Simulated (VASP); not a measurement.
Set up this calculation in VASP 6.6.1, as the native input.

| Item | Value |
| --- | --- |
| Task | band structure |
| Functional | RPBE |
| Potentials or basis | VASP PAW PBE potentials, release 64 (Se, Zn) |
| Cutoff | 520 eV |
| k mesh | 8 × 8 × 8 |
| Occupations | fermi-dirac, width 0.05 eV |
| Spin | no spin polarisation |
| Further INCAR settings | ALGO = Normal; EDIFF = 1e-07; NBANDS = 16 |

The structure of ZnSe (Stilleite) lies in POSCAR:

```
ZnSe
1.0
    0.0000000000      2.8338000000      2.8338000000
    2.8338000000      0.0000000000      2.8338000000
    2.8338000000      2.8338000000      0.0000000000
Se Zn
1 1
Direct
    0.7500000000      0.7500000000      0.7500000000
    0.0000000000      0.0000000000      0.0000000000
```

The input as run:

INCAR

```
PREC = Accurate
ENCUT = 520
EDIFF = 1E-7
ISMEAR = -1
SIGMA = 0.05
LREAL = F
LASPH = T
NELM = 60
ALGO = Normal
ISIF = 2
LWAVE = F
LCHARG = F
GGA = RP
NBANDS = 16
```

KPOINTS

```
regular mesh
0
Gamma
  8 8 8
```

KPOINTS_OPT

```
path GXWKGLUWLK,UX
20
line-mode
reciprocal
 0.0000000000  0.0000000000  0.0000000000  G
 0.5000000000  0.0000000000  0.5000000000  X

 0.5000000000  0.0000000000  0.5000000000  X
 0.5000000000  0.2500000000  0.7500000000  W

 0.5000000000  0.2500000000  0.7500000000  W
 0.3750000000  0.3750000000  0.7500000000  K

 0.3750000000  0.3750000000  0.7500000000  K
 0.0000000000  0.0000000000  0.0000000000  G

 0.0000000000  0.0000000000  0.0000000000  G
 0.5000000000  0.5000000000  0.5000000000  L

 0.5000000000  0.5000000000  0.5000000000  L
 0.6250000000  0.2500000000  0.6250000000  U

 0.6250000000  0.2500000000  0.6250000000  U
 0.5000000000  0.2500000000  0.7500000000  W

 0.5000000000  0.2500000000  0.7500000000  W
 0.5000000000  0.5000000000  0.5000000000  L

 0.5000000000  0.5000000000  0.5000000000  L
 0.3750000000  0.3750000000  0.7500000000  K

 0.6250000000  0.2500000000  0.6250000000  U
 0.5000000000  0.0000000000  0.5000000000  X
```

Potentials or basis: VASP PAW PBE potentials, release 64 (Se, Zn).

Command:

```console
$ cat potpaw_PBE.64/Se/POTCAR potpaw_PBE.64/Zn/POTCAR > POTCAR
$ mpirun -np 1 vasp_std > vasp.out
```

It gave:

```
Pressure                : 4.6 GPa
Band gap on the k mesh  : 1.45 eV, direct
Band gap along the path : 1.45 eV, direct
```

Caveat: the PAW data sets were made with another functional, which shifts forces and pressure a little.

Run time: 39 s on 1 thread of AMD EPYC 9R45 96-Core Processor (Zen 5) (shared host), peak memory 0.16 GiB.
